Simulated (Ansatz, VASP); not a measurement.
# Two plane-wave programs on In2O3

File INCAR:

```
SYSTEM = In2O3
PREC = Accurate
ENCUT = 520
EDIFF = 1E-6
ISMEAR = 0
SIGMA = 0.05
LREAL = .False.
LASPH = .True.
NELM = 60
ALGO = Normal
ISIF = 2
LWAVE = .False.
LCHARG = .True.
GGA = PE
LELF = .True.
LVHAR = .True.
NBANDS = 55
```

File KPOINTS:

```
Automatic mesh
0
Gamma
  6 6 6
  0 0 0
```

POSCAR

```
In2O3
1.0
    2.6481500000      1.5289101154      4.6725000000
   -2.6481500000      1.5289101154      4.6725000000
    0.0000000000     -3.0578202307      4.6725000000
In O
4 6
Direct
    0.3572021370      0.3572021370      0.3572021370
    0.1427978630      0.1427978630      0.1427978630
    0.6427978630      0.6427978630      0.6427978630
    0.8572021370      0.8572021370      0.8572021370
    0.5465056545      0.9534943455      0.2500000000
    0.2500000000      0.5465056545      0.9534943455
    0.9534943455      0.2500000000      0.5465056545
    0.4534943455      0.0465056545      0.7500000000
    0.7500000000      0.4534943455      0.0465056545
    0.0465056545      0.7500000000      0.4534943455
```

Input for Ansatz:

```yaml
crystal:
  lattice:
    - [2.64815, 1.5289101154, 4.6725]
    - [-2.64815, 1.5289101154, 4.6725]
    - [0.0, -3.0578202307, 4.6725]
  atoms:
    - { symbol: In, position: [0.357202137, 0.357202137, 0.357202137] }
    - { symbol: In, position: [0.142797863, 0.142797863, 0.142797863] }
    - { symbol: In, position: [0.642797863, 0.642797863, 0.642797863] }
    - { symbol: In, position: [0.857202137, 0.857202137, 0.857202137] }
    - { symbol: O, position: [0.5465056545, 0.9534943455, 0.25] }
    - { symbol: O, position: [0.25, 0.5465056545, 0.9534943455] }
    - { symbol: O, position: [0.9534943455, 0.25, 0.5465056545] }
    - { symbol: O, position: [0.4534943455, 0.0465056545, 0.75] }
    - { symbol: O, position: [0.75, 0.4534943455, 0.0465056545] }
    - { symbol: O, position: [0.0465056545, 0.75, 0.4534943455] }
basis:
  ecutwfc: 520.0
kpoints:
  mp_grid: { grid: [6, 6, 6] }
hamiltonian:
  xc: pbe
scf:
  occupations: { method: gaussian, width: 0.05 }
output:
  forces: true
  stress: true
  eigenvalues: true
```

Alike in both runs: task single point; functional PBE; k mesh 6 × 6 × 6; occupations gaussian, width 0.05 eV; no spin polarisation.

|  | VASP | Ansatz |
| --- | --- | --- |
| version | VASP 6.6.1 | Ansatz 0.2.0 |
| potentials or method | VASP PAW PBE potentials, release 64 (In_d, O) | scalar-relativistic, plane waves, PAW |
| plane-wave cutoff (eV) | 520 | 520 |
| valence electrons in the cell | 88 | 88 |

|  | VASP | Ansatz | Ansatz less VASP |
| --- | --- | --- | --- |
| gap on the k mesh at the Fermi level (eV) | 1.97 | 1.98 | +0.009 |
| least direct gap on the mesh (eV) | 1.97 | 1.98 | +0.009 |
| rms of the force components (eV/Å) | 0.134 | 0.134 | -0.0001 |

Atom by atom the forces differ by 0.003 eV/Å (rms over components). The functional is the same, so the differences come from potentials, cutoffs and numerics.

Caveats: spin-orbit coupling is left out, which moves the levels of the heavy elements. PBE gaps usually lie below the measured ones, often by a third to a half.
